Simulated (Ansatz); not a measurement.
## Bands of BN

```xyz
2
Lattice="0.0000 1.8075 1.8075 1.8075 0.0000 1.8075 1.8075 1.8075 0.0000" Properties=species:S:1:pos:R:3 pbc="T T T"
B     0.0000    0.0000    0.0000
N     2.7113    2.7113    2.7113
```

Atoms are numbered in the order listed.

The geometry is COD entry 9008834, unchecked; take it as a test cell.

Theory: DFT, PBEsol, all-electron LAPW, scalar-relativistic in Ansatz 0.2.0.

Sampling and basis: a Γ-centred 13×13×13 k mesh, Fermi–Dirac smearing of 0.03 eV, basis error target 1 meV/atom, no spin polarisation.

Points in fractions of the reciprocal vectors of this cell: Γ (0, 0, 0), X (-0.5, -0.5, 0), U (-0.375, -0.375, 0.25), K (-0.375, 0, 0.375), L (0, 0, 0.5), W (-0.5, -0.25, 0.25). The path joins them by straight lines in the order Γ–X–U–K–Γ–L–W–X; legs that retrace an earlier one aren't tabulated. Energies are in eV from the top of the valence band.

(1) List the levels at X between -20 and 8.5 eV.

(2) List the levels at Γ between -20 and 8.5 eV.

(3) List the levels at L between -20 and 8.5 eV.

(4) What is the band gap?

Answers

(1) -14.60, -8.96, -4.94 (×2), 4.28.

(2) 0.00 (×3).

(3) -15.98, -10.78, -1.95 (×2).

(4) 4.28 eV, indirect from Γ to X (-0.5, -0.5, 0).
